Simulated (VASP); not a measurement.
# MnO₂: response to an epitaxial strain, by functional

MnO₂, R-3m (no. 166), 9 atoms in the cell.

| Functional | d ln c / d ln a, c relaxed at each in-plane lattice | Biaxial modulus (GPa) | Time (s) |
|---|---|---|---|
| RPBE | -0.22 | 307 | 3150 |
| PBE | -0.65 | 343 | 4201 |

## Input of the first row

INCAR.step1:
```
SYSTEM = MnO2
PREC = Accurate ; ENCUT = 550
EDIFF = 1E-7 ; ISMEAR = 1
SIGMA = 0.1 ; LREAL = .False.
LASPH = .True. ; NELM = 100
ALGO = Normal ; LWAVE = .False.
LCHARG = .False. ; ISPIN = 2
MAGMOM = 4 4 4 0 0 0 0 0 0 ; LMAXMIX = 4
GGA = RP ; IBRION = 2
NSW = 40 ; ISIF = 3
EDIFFG = -0.01 ; POTIM = 0.5
KPAR = 8
```

INCAR.step2, as INCAR.step1 but for:
```
+ LATTICE_CONSTRAINTS = .FALSE. .FALSE. .TRUE.
```

KPOINTS:
```
k-points
0
Gamma
  11 11 2
```

POSCAR.step1:
```
MnO2
1.0
    2.8568696800      0.0000000000      0.0000000000
   -1.4284348400      2.4741217200      0.0000000000
    0.0000000000      0.0000000000     13.7517945800
Mn O
3 6
Direct
    0.0000000000      0.0000000000      0.0000000000
    0.6666666700      0.3333333300      0.3333333300
    0.3333333300      0.6666666700      0.6666666700
    0.6666666700      0.3333333300      0.0689688400
    0.0000000000      0.0000000000      0.2643644900
    0.3333333300      0.6666666700      0.4023021800
    0.6666666700      0.3333333300      0.5976978200
    0.0000000000      0.0000000000      0.7356355100
    0.3333333300      0.6666666700      0.9310311600
```

POSCAR.step2:
```
MnO2
1.0
    2.9095180382      0.0000000000      0.0000000000
   -1.4547590191      2.5197165358      0.0000000000
    0.0000000000      0.0000000000     15.3950666446
Mn O
3 6
Direct
    0.0000000000      0.0000000000      0.0000000000
    0.6666666700      0.3333333300      0.3333333300
    0.3333333300      0.6666666700      0.6666666700
    0.6666666700      0.3333333300      0.0623887444
    0.0000000000      0.0000000000      0.2709445856
    0.3333333300      0.6666666700      0.3957220844
    0.6666666700      0.3333333300      0.6042779156
    0.0000000000      0.0000000000      0.7290554144
    0.3333333300      0.6666666700      0.9376112556
```

POSCAR.step3:
```
MnO2
1.0
    2.8513276774      0.0000000000      0.0000000000
   -1.4256638387      2.4693222051      0.0000000000
    0.0000000000      0.0000000000     15.3950666446
Mn O
3 6
Direct
    0.0000000000      0.0000000000      0.0000000000
    0.6666666700      0.3333333300      0.3333333300
    0.3333333300      0.6666666700      0.6666666700
    0.6666666700      0.3333333300      0.0623887444
    0.0000000000      0.0000000000      0.2709445856
    0.3333333300      0.6666666700      0.3957220844
    0.6666666700      0.3333333300      0.6042779156
    0.0000000000      0.0000000000      0.7290554144
    0.3333333300      0.6666666700      0.9376112556
```

POSCAR.step4:
```
MnO2
1.0
    2.8804228578      0.0000000000      0.0000000000
   -1.4402114289      2.4945193704      0.0000000000
    0.0000000000      0.0000000000     15.3950666446
Mn O
3 6
Direct
    0.0000000000      0.0000000000      0.0000000000
    0.6666666700      0.3333333300      0.3333333300
    0.3333333300      0.6666666700      0.6666666700
    0.6666666700      0.3333333300      0.0623887444
    0.0000000000      0.0000000000      0.2709445856
    0.3333333300      0.6666666700      0.3957220844
    0.6666666700      0.3333333300      0.6042779156
    0.0000000000      0.0000000000      0.7290554144
    0.3333333300      0.6666666700      0.9376112556
```

POSCAR.step5:
```
MnO2
1.0
    2.9386132186      0.0000000000      0.0000000000
   -1.4693066093      2.5449137011      0.0000000000
    0.0000000000      0.0000000000     15.3950666446
Mn O
3 6
Direct
    0.0000000000      0.0000000000      0.0000000000
    0.6666666700      0.3333333300      0.3333333300
    0.3333333300      0.6666666700      0.6666666700
    0.6666666700      0.3333333300      0.0623887444
    0.0000000000      0.0000000000      0.2709445856
    0.3333333300      0.6666666700      0.3957220844
    0.6666666700      0.3333333300      0.6042779156
    0.0000000000      0.0000000000      0.7290554144
    0.3333333300      0.6666666700      0.9376112556
```

POSCAR.step6:
```
MnO2
1.0
    2.9677083990      0.0000000000      0.0000000000
   -1.4838541995      2.5701108665      0.0000000000
    0.0000000000      0.0000000000     15.3950666446
Mn O
3 6
Direct
    0.0000000000      0.0000000000      0.0000000000
    0.6666666700      0.3333333300      0.3333333300
    0.3333333300      0.6666666700      0.6666666700
    0.6666666700      0.3333333300      0.0623887444
    0.0000000000      0.0000000000      0.2709445856
    0.3333333300      0.6666666700      0.3957220844
    0.6666666700      0.3333333300      0.6042779156
    0.0000000000      0.0000000000      0.7290554144
    0.3333333300      0.6666666700      0.9376112556
```

Commands (each step's output is kept before the next begins):
```
cat potpaw_PBE.64/Mn_pv/POTCAR potpaw_PBE.64/O/POTCAR > POTCAR
cp INCAR.step1 INCAR
cp POSCAR.step1 POSCAR
mpirun -np 8 vasp_std > vasp.out
# POSCAR: the relaxed cell with a and b scaled by 1
cp INCAR.step2 INCAR
cp POSCAR.step2 POSCAR
mpirun -np 8 vasp_std > vasp.out
# POSCAR: the relaxed cell with a and b scaled by 0.98
cp POSCAR.step3 POSCAR
mpirun -np 8 vasp_std > vasp.out
# POSCAR: the relaxed cell with a and b scaled by 0.99
cp POSCAR.step4 POSCAR
mpirun -np 8 vasp_std > vasp.out
# POSCAR: the relaxed cell with a and b scaled by 1.01
cp POSCAR.step5 POSCAR
mpirun -np 8 vasp_std > vasp.out
# POSCAR: the relaxed cell with a and b scaled by 1.02
cp POSCAR.step6 POSCAR
mpirun -np 8 vasp_std > vasp.out
```

Changes of the last row against the first:
```
(all steps)
- GGA = RP
```

VASP 6.6.1 took 3150 s on 8 cores (Intel Xeon Platinum 8488C (Sapphire Rapids)), a shared host.
